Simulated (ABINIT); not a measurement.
Crystal: Ag.

```
CELL_PARAMETERS angstrom
0.00000 2.04275 2.04275
2.04275 0.00000 2.04275
2.04275 2.04275 0.00000
ATOMIC_POSITIONS crystal
Ag 0.00000 0.00000 0.00000
```

Base run:

```yaml
Program: ABINIT 10.8.3 (patched build)
Functional: AM05
Potentials_or_basis: JTH PAW PBE v2.0
Cutoff: 544 eV
k_mesh: 11 × 11 × 11
Occupations: fermi-dirac, width 0.05 eV
Spin: no spin polarisation
```

Its results: band gap on the k mesh none (metal or under the smearing width); pressure -2.6 GPa.

After a change of settings the same cell gave: band gap on the k mesh none (metal or under the smearing width); pressure 12.0 GPa. Which change was it?
A. functional from AM05 to RPBE
B. functional from AM05 to SCAN
C. functional from AM05 to BLYP
D. functional from AM05 to WC

C.

BLYP binds less tightly than AM05, so the same cell stands under more pressure.

Caveats: the PAW data sets were made with another functional, which shifts forces and pressure a little.

Runs at the PBE level aren't shown here.
